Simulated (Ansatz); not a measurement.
# WS2 (R3m) in Ansatz: single point with PBE

Aim: the single point of WS2 with PBE.

Program: Ansatz 0.2.0. These are calculated values, not measurements. Logs are shortened: lines on timing, memory, paths and dates and some standing lists are left out, and cuts for length are marked.

## 1. Starting point

Symmetry: R3m, No. 160, trigonal system. The conventional cell has a = 3.158 Å, b = 3.158 Å, c = 18.490 Å, α = 90.00°, β = 90.00°, γ = 120.00°. W (site symmetry 3m) has 6 S at 2.39 to 2.42 Å as nearest neighbours. S (site symmetry 3m) has 3 W at 2.42 Å as nearest neighbours. S (site symmetry 3m) has 3 W at 2.39 Å as nearest neighbours.

Measurements of this composition are mostly on another form, of space group No. 194.

## 2. Single point, PBE

Contents of input.yaml:

```yaml
crystal:
  lattice:
    - [1.579, 0.9116360751, 6.1633333333]
    - [-1.579, 0.9116360751, 6.1633333333]
    - [0.0, -1.8232721501, 6.1633333333]
  atoms:
    - { symbol: W, position: [0.0, 0.0, 0.0] }
    - { symbol: S, position: [0.581, 0.581, 0.581] }
    - { symbol: S, position: [0.7503, 0.7503, 0.7503] }
kpoints:
  mp_grid: { grid: [5, 5, 5] }
scf:
  occupations: { method: fermi_dirac, width: 0.03 }
hamiltonian:
  xc: pbe
  pseudopotentials: { kind: all_electron, lapw: { basis_error: 0.002 } }
output:
  forces: true
  stress: true
  eigenvalues: true
```

Potentials or basis: all-electron LAPW, scalar-relativistic.

Started as:

```bash
ansatz run input.yaml --threads 2 --pin off --max-ram 5120MiB --backend cpu --events-out ev --progress --plain --runs-dir out
```

Standard output:

```text
Warning: RAYON_NUM_THREADS=2 ignored (pool sized by the plan → 2); use --threads N
LAPW: plane waves up to 8.336 Å⁻¹, error target 2.0e-3 eV per atom; small_component_spin mean_spin; S in spheres of 1.022 Å, 14 of its electrons in bands, Dirac shells []; W in spheres of 1.368 Å, 38 of its electrons in bands, Dirac shells [] (how accurate: hamiltonian.pseudopotentials.lapw.basis_error, Limitations)
Engine: ansatz 0.2.0, x86_64-unknown-linux-gnu
Pseudopotentials: kind: all_electron
Pseudopotential: W, LAPW, valence charge 38, lapw/all_electron/scalar/gaussian/W, Koelling and Harmon's equation, gaussian nucleus
Pseudopotential: S, LAPW, valence charge 14, lapw/all_electron/scalar/gaussian/S, Koelling and Harmon's equation, gaussian nucleus
Functional definition: PBE
  parameter kappa = 0.804
  parameter beta = 0.06672455060314922
  exchange = pbe_x(kappa = kappa, mu = beta*pi^2/3)
  correlation = pbe_c(beta = beta)
Crystal: 3 atoms, lattice volume = 53.232 Å³
Basis set: ecut = 264.74084819490605 eV, 527 PW (Γ), FFT grids on a1−a3, a2−a3, a3, exchange–correlation at level 2
Bands: 40, of which v1, the nominal top of the filled ones, is band 33 counted from 1 (32 counted from 0)
Symmetry: 6 space group operations
Space group: R3m (ITA 160), of the structure as read, at distance tolerance 3.8e-5 Å
k-points: 19 of 125 (time reversal used)
Non-local potential: W, projectors of the file, none
Non-local potential: S, projectors of the file, none
Initial density: superposition of atomic densities (chi_scale 0.1, normalization cell, long waves kept (reshape's long-wave potential 0.08 eV rms))
Initial wavefunctions: plane waves of lowest kinetic energy (no species holds an atomic orbital)
Functional: x = pbe(κ = 0.804, μ = 0.2195149727645171), c = pbe(β = 0.06672455060314922)
iter 1 solved again at ethr=1.36e-3 eV; its pass at ethr=1.00e-1 eV (dr2=8.95e-1 eV) is discarded
SCF iter   1: F=—  HF=-460930.374263 eV  |F-HF|=—  |Δ(HF+E_count)|=         —  Δρ=3.84e-2  dr2=8.97e-1  ethr=1.36e-3  ⟨swp⟩=2.0  Hψ=5008  notcnv=0
preconditioner: auto → Resta (q_TF=auto, 2.828 Å⁻¹)  ε∞=3.0  [insulator: Δε(μ)=1.106 eV  Ē_g=20.507 eV  σ=0.030 eV  W_gap=1.00  n_scr=22 (ndim 8)  ℏωp=28.8 eV  f_vac=0.115  D(μ)=0.00/eV (n_scr^D=0)  ε∞_Penn≈3.0]
SCF iter   2: F=—  HF=-460930.086500 eV  |F-HF|=—  |Δ(HF+E_count)|=   2.88e-1  Δρ=1.86e-2  dr2=5.11e-1  ethr=1.36e-3  ⟨swp⟩=2.7  Hψ=2279  notcnv=0
SCF iter   3: F=—  HF=-460930.007723 eV  |F-HF|=—  |Δ(HF+E_count)|=   7.88e-2  Δρ=1.30e-2  dr2=9.52e-2  ethr=7.75e-4  ⟨swp⟩=3.0  Hψ=2320  notcnv=0
SCF iter   4: F=—  HF=-460929.984191 eV  |F-HF|=—  |Δ(HF+E_count)|=   2.35e-2  Δρ=4.51e-3  dr2=1.18e-2  ethr=1.44e-4  ⟨swp⟩=2.0  Hψ=2261  notcnv=0
iter 5 solved again at ethr=6.83e-7 eV; its pass at ethr=1.78e-5 eV (dr2=4.51e-4 eV) is discarded
SCF iter   5: F=—  HF=-460929.985153 eV  |F-HF|=—  |Δ(HF+E_count)|=         —  Δρ=8.01e-4  dr2=4.51e-4  ethr=6.83e-7  ⟨swp⟩=2.0  Hψ=3769  notcnv=0
the basis was enlarged: its passes take 369.7 KiB over the memory plan, 2 of 2 planned eigensolver slots
SCF iter   6: F=—  HF=-460929.985571 eV  |F-HF|=—  |Δ(HF+E_count)|=   4.18e-4  Δρ=2.93e-4  dr2=1.31e-4  ethr=6.83e-7  ⟨swp⟩=3.0  Hψ=2256  notcnv=0
SCF iter   7: F=—  HF=-460929.985553 eV  |F-HF|=—  |Δ(HF+E_count)|=   1.79e-5  Δρ=9.43e-5  dr2=6.21e-6  ethr=1.99e-7  ⟨swp⟩=3.0  Hψ=2189  notcnv=0
SCF iter   8: F=—  HF=-460929.985567 eV  |F-HF|=—  |Δ(HF+E_count)|=   1.33e-5  Δρ=3.28e-5  dr2=7.34e-7  ethr=9.41e-9  ⟨swp⟩=3.0  Hψ=2267  notcnv=0
SCF iter   9: F=—  HF=-460929.985568 eV  |F-HF|=—  |Δ(HF+E_count)|=   1.25e-6  Δρ=1.33e-5  dr2=1.69e-7  ethr=1.11e-9  ⟨swp⟩=3.0  Hψ=2275  notcnv=0
SCF iter  10: F=-460929.985568 eV  HF=-460929.985568 eV  |F-HF|=7.75e-8  |Δ(HF+E_count)|=   6.42e-8  Δρ=6.87e-6  dr2=3.05e-8  ethr=2.57e-10  ⟨swp⟩=3.0  Hψ=2220  notcnv=0
SCF 1 converged in 10 iterations: F = -460929.985568 eV  dr2 = 3.05e-8
SCF converged after 10 iterations
Free energy (F): -460929.985568 eV
Harris-Foulkes:  -460929.985568 eV  (|F-HF|=7.75e-8)
Internal energy: -460929.985568 eV  (E = F + TS)
E sigma→0 (E₀):  -460929.985568 eV
Fermi energy:    14.834505 eV
--- Per-component energies (eV) ---
  E_band       = -4920.814166
  E_kinetic    = 513709.236726
  E_xc         = -10230.681083
  E_electrostatic = -964408.541210  (all electrons and nuclei)
  E_smearing   = -0.000000  (= −TS)
  E_closure    = 0.000000  (closes the sum)
  E_atoms      = -460907.953505  (free atoms, spherical and without spin; not in F)
  Σ components = -460929.985568   (vs F -460929.985568, Δ=0.00e0)
  Basis errors (estimates in eV, not in F): energy 9.0e-4 per atom: plane waves 8.1e-4 (4.7e-4 summed), levels above the bands 3.2e-123, relativity 7.2e-8, radial functions 8.4e-5, core shells 2.4e-6; eigenvalues (radial functions only) 2.7e-6; not estimated: angular momenta, meshes, grids; target (lapw.basis_error) 2.0e-3; muffin-tin radii S 1.022 Å, W 1.368 Å
--- Forces (eV/Å), atoms counted from 1 ---
  atom   1  W      0.00000000    -0.00000000    -0.60764145
  atom   2  S     -0.00000000     0.00000000     0.09697911
  atom   3  S     -0.00000000     0.00000000     0.51065047
  max |Σ_I F_I| component: 1.19e-5 eV/Å
--- Stress (GPa, compression-positive) ---
        4.487482       0.000000       0.000000
        0.000000       4.487482       0.000000
        0.000000       0.000000       4.966879
  P = ⅓ Tr σ = 4.6473 GPa (46.473 kbar)
--- Band table (eV; the first three rows and the last of 19) ---
  k-point 0: bands = ["-219.3358", "-219.3358", "-219.3260", "-219.3260", "-219.3152", "-191.7457", "-191.7441", "-136.5334", "-136.5334", "-136.5322", "-136.5322", "-136.4951", "-136.4880", "-60.2315", "-24.5411", "-24.3632", "-24.3632", "-14.5094", "-14.5094", "-14.5030", "-14.4879", "-14.4879", "-14.4850", "-14.4837", "-1.3338", "0.6598", "6.6769", "10.7948", "10.7948", "12.0454", "12.0454", "12.7613", "13.1399", "16.5283", "16.5283", "16.8712", "16.8712", "19.0380", "22.1121", "22.8229"]
  k-point 1: bands = ["-219.3358", "-219.3358", "-219.3260", "-219.3260", "-219.3152", "-191.7457", "-191.7441", "-136.5334", "-136.5334", "-136.5322", "-136.5322", "-136.4951", "-136.4880", "-60.2250", "-24.5176", "-24.4909", "-24.3930", "-14.5099", "-14.5076", "-14.4992", "-14.4902", "-14.4897", "-14.4870", "-14.4832", "-0.6845", "0.8456", "7.4230", "9.4856", "10.4673", "11.1852", "11.4489", "12.6402", "12.9903", "15.7310", "16.4363", "16.9101", "17.4642", "20.9529", "22.7107", "23.2580"]
  k-point 2: bands = ["-219.3358", "-219.3358", "-219.3260", "-219.3260", "-219.3152", "-191.7457", "-191.7441", "-136.5334", "-136.5334", "-136.5322", "-136.5322", "-136.4951", "-136.4880", "-60.2145", "-24.6921", "-24.4795", "-24.4408", "-14.5107", "-14.5045", "-14.4971", "-14.4945", "-14.4922", "-14.4878", "-14.4801", "0.6377", "1.2088", "7.2783", "8.6777", "9.0810", "10.3030", "11.8369", "12.3782", "12.4329", "16.4847", "16.4982", "17.8697", "18.1564", "19.6289", "21.0652", "21.7761"]
  k-point 18: bands = ["-219.3358", "-219.3358", "-219.3260", "-219.3260", "-219.3152", "-191.7457", "-191.7441", "-136.5334", "-136.5333", "-136.5322", "-136.5322", "-136.4951", "-136.4880", "-60.2250", "-24.5177", "-24.4909", "-24.3930", "-14.5099", "-14.5076", "-14.4991", "-14.4902", "-14.4897", "-14.4870", "-14.4832", "-0.4769", "0.5083", "8.3531", "9.4719", "9.7088", "11.2190", "11.4228", "11.8582", "13.2260", "16.2951", "16.4675", "16.6947", "17.6107", "21.2832", "22.4765", "23.1854"]
```

Run time: 7.5 s. Hardware: 2 threads of Intel Xeon 6975P-C (Granite Rapids), shared host; peak memory 0.35 GiB.

Results:

* Free energy: -460929.9856 eV
* Pressure: 4.6 GPa
* Largest force: 0.608 eV/Å
* Band gap on the k mesh: 1.12 eV, indirect (least direct gap 2.33 eV)

Forces on the atoms (eV/Å):
```
W    0.000  0.000 -0.608
S    0.000  0.000  0.097
S    0.000  0.000  0.511
```

Levels at points of the mesh, in eV from the valence-band top:
```tsv
k point	band 31	band 32	band 33	band 34	band 35	band 36
(0.00, 0.00, 0.00)	-2.25	-1.53	-1.15	2.24	2.24	2.58
```

Caveat: the k mesh is coarse (spacing up to 0.46 Å⁻¹), so the values aren't converged; spin-orbit coupling is left out, which moves the levels of the heavy elements; an odd mesh through Γ misses points on the zone boundary, where band edges often lie. PBE gaps usually lie below the measured ones, often by a third to a half.
